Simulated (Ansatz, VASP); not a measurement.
## Two plane-wave programs on BeTe

```
CELL_PARAMETERS angstrom
0.00000 2.77000 2.77000
2.77000 0.00000 2.77000
2.77000 2.77000 0.00000
ATOMIC_POSITIONS crystal
Te 0.75000 0.75000 0.75000
Be 0.00000 0.00000 0.00000
```

Alike in both runs: task relaxation of cell and atoms; functional PBE0; k mesh 4 × 4 × 4; occupations fermi-dirac, width 0.05 eV; no spin polarisation.

|  | VASP | Ansatz |
| --- | --- | --- |
| version | VASP 6.6.1 | Ansatz 0.2.0 |
| potentials or method | VASP PAW PBE potentials, release 64 (Te, Be) | Ansatz PAW |
| plane-wave cutoff (eV) | 600 | 420 |
| valence electrons in the cell | 8 | 18 |

|  | VASP | Ansatz | Ansatz less VASP |
| --- | --- | --- | --- |
| gap on the k mesh at the Fermi level, each at its own relaxed structure (eV) | 3.37 | 3.36 | -0.011 |
| relaxed volume (Å³/atom) | 22.39 | 22.47 | +0.079 |
| relaxed cell length with the largest relative difference (Å) | 3.986 | 3.991 | +0.0047 |
| energy change over the relaxation (meV/atom) | -12 | -14 | -1.6 |

The two sets of potentials don't hold the same shells in valence.

Caveats: the k mesh is coarse (spacing up to 0.49 Å⁻¹), so the values aren't converged, least of all with exact exchange; spin-orbit coupling is left out, which moves the levels of the heavy elements; the PAW data sets were made with another functional, which shifts forces and pressure a little (VASP); the plane-wave basis is chosen anew once the cell has moved, so the energies of steps on either side of that aren't comparable (Ansatz); the PAW data sets come from PBE, with cores solved anew for the run's functional, which leaves a small shift of forces and pressure (Ansatz). Zero-point motion and thermal expansion aren't in these numbers. A k mesh can miss the band edges.
